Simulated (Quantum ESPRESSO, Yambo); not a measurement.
# A GW chain in Yambo: KF (Carobbiite), part 2 of 3

Aim: the G0W0 gap of KF (Carobbiite) on PBE, step by step.

Quantum ESPRESSO 7.5 and Yambo 5.3.0; PBE and many-body steps on it, plane waves. Known limits of the many-body steps: not at the basis limit; coarse k mesh.

So far. Step 2 (Ground state): The gap is direct, at Γ. Step 3 (Bands along the symmetry lines): The gap is 6.199 eV, as in the run before at this level.

## Step 4: Empty states on the mesh, 4×4×4 mesh, 94 bands

Level of this step: DFT, PBE, plane waves, norm-conserving pseudopotentials (Quantum ESPRESSO).

The sums over transitions need many empty states on a uniform mesh; this step solves for them.

Input file pw.in:

```
&control
  calculation = 'nscf'
  prefix = 'x'
  outdir = 'o'
  pseudo_dir = 'pseudo'
/
&system
  ibrav = 0
  nat = 2
  ntyp = 2
  ecutwfc = 72.0
  nbnd = 94
  force_symmorphic = .true.
/
&electrons
  conv_thr = 1e-9
  electron_maxstep = 80
  diago_full_acc = .true.
  diago_thr_init = 5e-6
/
ATOMIC_SPECIES
  K 39.098 K.upf
  F 18.998 F.upf
CELL_PARAMETERS angstrom
  -0.0000000000 2.6718500000 2.6718500000
  2.6718500000 -0.0000000000 2.6718500000
  2.6718500000 2.6718500000 0.0000000000
ATOMIC_POSITIONS crystal
  K 0.0000000000 0.0000000000 0.0000000000
  F 0.5000000000 0.5000000000 0.5000000000
K_POINTS automatic
  4 4 4 0 0 0
```

Started as:

```
$ OMP_NUM_THREADS=1 mpirun -n 4 pw.x -nk 4 -in pw.in > pw.out
```

Log:

```text
[banner, memory and clock lines left out]
Program PWSCF v.7.5 starts

     Atomic positions and unit cell read from directory:
     o/x.save/

     Message from routine setup:
     using ibrav=0 with symmetry is DISCOURAGED, use correct ibrav instead

     G-vector sticks info

     bravais-lattice index     =            0
     lattice parameter (alat)  =       7.1405  a.u.
     unit-cell volume          =     257.4322 (a.u.)^3
     number of atoms/cell      =            2
     number of atomic types    =            2
     number of electrons       =        16.00
     number of Kohn-Sham states=           94
     kinetic-energy cutoff     =      72.0000  Ry
     charge density cutoff     =     288.0000  Ry
     Exchange-correlation= PBE
                           (   1   4   3   4   0   0   0)

     celldm(1)=   7.140456  celldm(2)=   0.000000  celldm(3)=   0.000000
     celldm(4)=   0.000000  celldm(5)=   0.000000  celldm(6)=   0.000000

     crystal axes: (cart. coord. in units of alat)
               a(1) = (  -0.000000   0.707107   0.707107 )
               a(2) = (   0.707107  -0.000000   0.707107 )
               a(3) = (   0.707107   0.707107   0.000000 )

     reciprocal axes: (cart. coord. in units 2 pi/alat)
               b(1) = ( -0.707107  0.707107  0.707107 )
               b(2) = (  0.707107 -0.707107  0.707107 )
               b(3) = (  0.707107  0.707107 -0.707107 )
     Pseudo is Norm-conserving + core correction, Zval =  9.0
     Generated using ONCVPSP code by D. R. Hamann
     Using radial grid of 2222 points,  6 beta functions with:
     Pseudo is Norm-conserving + core correction, Zval =  7.0
     Generated using ONCVPSP code by D. R. Hamann
     Using radial grid of  832 points,  5 beta functions with:
     K                 9.00    39.09800     K ( 1.00)
     F                 7.00    18.99800     F ( 1.00)

     48 Sym. Ops., with inversion, found

   Cartesian axes

     site n.     atom                  positions (alat units)
         1        K      tau(   1) = (   0.0000000   0.0000000   0.0000000  )
         2        F      tau(   2) = (   0.7071068   0.7071068   0.7071068  )

     number of k points=     8
                       cart. coord. in units 2pi/alat
        k(    1) = (   0.0000000   0.0000000   0.0000000), wk =   0.0312500
        k(    2) = (   0.1767767   0.1767767  -0.1767767), wk =   0.2500000
        k(    3) = (  -0.3535534  -0.3535534   0.3535534), wk =   0.1250000
[...]
k(    7) = (  -0.7071068   0.0000000   0.0000000), wk =   0.0937500
        k(    8) = (  -0.7071068   0.3535534   0.0000000), wk =   0.1875000

     Dense  grid:    21187 G-vectors     FFT dimensions: (  40,  40,  40)

     The potential is recalculated from file :
     o/x.save/charge-density

     Starting wfcs are    9 randomized atomic wfcs +   85 random wfcs

     Band Structure Calculation

     End of band structure calculation

          k = 0.0000 0.0000 0.0000 (  2685 PWs)   bands (ev):

   -24.5780 -17.0623  -7.8279  -7.8279  -7.8279   1.5366   1.5366   1.5366
     7.7360  12.2308  12.2308  12.2308  13.8583  13.8583  18.4361  25.8136
    25.8136  25.8136  25.8414  25.8414  25.8414  28.3039  28.3039  28.3039
[...]
97.9056  98.1085  98.1085  98.1085 100.1759 100.1760

          k = 0.1768 0.1768-0.1768 (  2656 PWs)   bands (ev):

[...]
96.2840  96.7701  96.7701  97.9866  98.4801  98.4801

          k =-0.3536-0.3536 0.3536 (  2638 PWs)   bands (ev):

[...]
78.1755  81.0804  82.4950  82.4950  83.0432  84.8838  84.8838  85.6328
    85.6328  86.5875  86.5875  88.5619  89.5237  89.5237  91.7303  93.8086
    93.9224  94.3650  94.3650  96.7400  96.7400  97.3270

          k = 0.3536 0.0000 0.0000 (  2650 PWs)   bands (ev):

     [... further k-points ...]

     highest occupied, lowest unoccupied level (ev):     1.5366    7.7360

     XML data file, pseudopotentials, collected wavefunctions
```

Wall time 4.5 s (4 MPI ranks of Arm Neoverse V2, shared host); peak memory 0.28 GiB.

Numbers from this step:

```yaml
gap: 6.199 eV
k_of_the_valence_top: 0, 0, 0
k_of_the_conduction_bottom: 0, 0, 0
least_direct_gap: 6.199 eV
k_points_computed: 8
lowest_point_of_the_top_converged_band_above_the_valence_top: 93.7997 eV
```

On this mesh the gap is 6.199 eV.

## Step 5: Conversion and set-up

This step: Yambo 5.3.0; conversion and set-up on PBE, plane waves, norm-conserving pseudopotentials.

The states are converted to the many-body program's format and the q mesh is built.

Started as:

```
$ (cd o/x.save; p2y > p2y.log; mv SAVE ../..); yambo > setup.log
```

Log:

```text
 Yambo, version 5.3.0

 [02] CORE Variables Setup
 =========================

  [02.01] Unit cells
  ==================

  Cell kind             :  FCC
  Atoms in the cell     :  K  F
  number of K  atoms    :  1
  number of F  atoms    :  1

  List of atomic masses
  Mass of K     :  39.09800
  Mass of F     :  18.99800

  List of atomic coordinates    : [cc]
  K1       :  0.000000  0.000000  0.000000  order 1
  F1       :  5.049065  5.049065  5.049065  order 2

  Alat factors          :  5.049065  5.049065  5.049065 [a.u.]
  Direct lattice volume :  257.4322 [a.u.]
  Direct lattice vectors:  A[ 1 ]  A[ 2 ]  A[ 3 ]
   A[ 1 ]: -0.000000  1.000000  1.000000  [iru]
  -0.000000  5.049065  5.049065  [cc]
   A[ 2 ]:  1.000000 -0.000000  1.000000  [iru]
   5.049065 -0.000000  5.049065  [cc]
   A[ 3 ]:  1.000000  1.000000  0.000000  [iru]
   5.049065  5.049065  0.000000  [cc]

  Recip. lattice volume :  0.963556 [a.u.]
  Recip. lattice vectors:  B[ 1 ]  B[ 2 ]  B[ 3 ]
   B[ 1 ]: -0.500000  0.500000  0.500000  [iku]
  -0.622213  0.622213  0.622213  [cc]
   B[ 2 ]:  0.500000 -0.500000  0.500000  [iku]
   0.622213 -0.622213  0.622213  [cc]
   B[ 3 ]:  0.500000  0.500000 -0.500000  [iku]
   0.622213  0.622213 -0.622213  [cc]

  [02.02] Symmetries
  ==================

  Inversion symmetry    : yes
  Spatial inversion     : yes
  Inversion index       :  25
  K-space Time-reversal : no
  Magnetic symmetries   : no
  Group table correct   : yes
  Symmetries units      :  [cc]

   [S  1]:   1.0000      0.22084E-16  0.22084E-16  0.22084E-16   1.0000     -0.22084E-16 -0.22084E-16 -0.22084E-16   1.0000
   [S  2]:  -1.0000     -0.22084E-16  0.22084E-16 -0.22084E-16  -1.0000     -0.22084E-16  0.22084E-16  0.22084E-16   1.0000
   [S  3]:  -1.0000      0.22084E-16 -0.22084E-16 -0.22084E-16   1.0000      0.22084E-16  0.22084E-16 -0.22084E-16  -1.0000
[...]
[... 36 further rows ...]
   [S 47]:  0.22084E-16   1.0000     -0.22084E-16 -0.22084E-16  0.22084E-16  -1.0000       1.0000     -0.22084E-16  0.22084E-16
   [S 48]:  0.22084E-16  -1.0000      0.22084E-16 -0.22084E-16 -0.22084E-16   1.0000       1.0000      0.22084E-16 -0.22084E-16

  [02.03] Reciprocal space
  ========================

  nG shells         :  250
  nG charge         :  21187
  nG WFs            :   3335
  nC WFs            :  2685
  G-vecs. in first 25 shells:  [ Number ]
     1    9   15   27   51   59   65   89  113
    137   169   181   229   259   283   307   331   339
    387   411   459   531   537   561   609
  ...
  Shell energy in first 25 shells:  [ mHa ]
    0.00000      580.723      774.298      1548.60      2129.32      2322.89      3097.19      3677.91      3871.49
    4645.79      5226.51      6194.38      6775.10      6968.68      7742.98      8323.70      8517.27      9291.57
    9872.29      10065.9      10840.2      11420.9      12388.8      12969.5      13163.1
  ...

[...]
BZ  K-points                                      :   64

  K/Q-points units:
  rlu = crystal or reduced units; cc = cartesian coordinates; iku = interal k-units

  K [1]          [rlu]:  0.000000  0.000000  0.000000
         WF components:  2685
  K [2]          [rlu]:  0.16981E-17  0.16981E-17  0.25000
         WF components:  2656
  K [3]          [rlu]: -0.33962E-17 -0.33962E-17 -0.50000
         WF components:  2638
  K [4]          [rlu]:  0.74356E-19  0.25000      0.25000
         WF components:  2650
  K [5]          [rlu]:  0.35728E-18  0.25000     -0.50000
         WF components:  2654
  [... 2 further k-points ...]
  K [8]          [rlu]:  0.250000 -0.500000 -0.250000
         WF components:  2656

  [02.05] Energies & Occupations
  ==============================

  [X] === General ===
  [X] Electronic Temperature                        :  0.000000  0.000000 [eV K]
  [X] Bosonic    Temperature                        :  0.000000  0.000000 [eV K]
  [X] Finite Temperature mode                       : no
  [X] El. density                                   :  0.41942E+24 [cm-3]
  [X] Fermi Level                                   :  1.536558 [eV]

  [X] === Gaps and Widths ===
  [X] Conduction Band Min                           :  6.199420 [eV]
  [X] Valence Band Max                              :  0.000000 [eV]
  [X] Filled Bands                                  :   8
  [X] Empty Bands                                   :    9   94
  [X] Direct Gap                                    :  6.199420 [eV]
  [X] Direct Gap localized at k                     :  1
  [X] Indirect Gap                                  :  6.199420 [eV]
  [X] Indirect Gap between kpts                     :  1  1
  [X] Last valence band width                       :  0.344584 [eV]
  [X] 1st conduction band width                     :  3.553835 [eV]

  E @ K [1]:  [eV]
   -26.115      -18.599      -9.3644      -9.3644      -9.3644     -0.35309E-12 -0.26472E-12   0.0000
    6.19942  10.69423  10.69423  10.69423  12.32173  12.32173  16.89953  24.27706
  occ @ K [1]
   2.000000  2.000000  2.000000  2.000000  2.000000  2.000000  2.000000  2.000000
[...]
E @ K [2]:  [eV]
[...]
occ @ K [2]
[...]
E @ K [3]:  [eV]
[...]
occ @ K [3]
[...]
E @ K [4]:  [eV]
[...]
occ @ K [4]
[...]
E @ K [5]:  [eV]
[...]
occ @ K [5]
[...]
[... 2 further k-points ...]
  E @ K [8]:  [eV]
[...]
occ @ K [8]
   2.000000  2.000000  2.000000  2.000000  2.000000  2.000000  2.000000  2.000000
   0.000000  0.000000  0.000000  0.000000  0.000000  0.000000  0.000000  0.000000

 [03] Transferred momenta grid and indexing
 ==========================================

 IBZ Q-points                                      :   8
 BZ  Q-points                                      :   64

 K/Q-points units:
 rlu = crystal or reduced units; cc = cartesian coordinates; iku = interal k-units

 Q [1]          [rlu]:  0.000000  0.000000  0.000000
 Q [2]          [rlu]:  0.16981E-17  0.16981E-17  0.25000
 Q [3]          [rlu]: -0.33962E-17 -0.33962E-17 -0.50000
[...]
Q [7]          [rlu]: -0.14871E-18 -0.50000     -0.50000
 Q [8]          [rlu]:  0.250000 -0.500000 -0.250000

  [03.01] X indexes
  =================

   [03.01.01] Sigma indexes
   ========================

 [06] Game Over & Game summary
```

Elapsed: 2.1 s, on 1 MPI rank; peak memory 0.24 GiB.

[end of part 2 of 3]

[Paths, hosts, dates, memory and timing lines, banners, echoed tables and standing remarks are left out of the program output.]

[Logs are printed without paths, hosts, clocks, repeated set-up lines and the standing remarks that a program may print on its own settings, such as how far it seeks lower states.]

[Runs of the session that timed out or met a known fault of the program may be left out.]

[Hosts, paths, dates, database ids (printed as entryN), source tags and the programs' standing remarks are cut or masked in the printed files.]
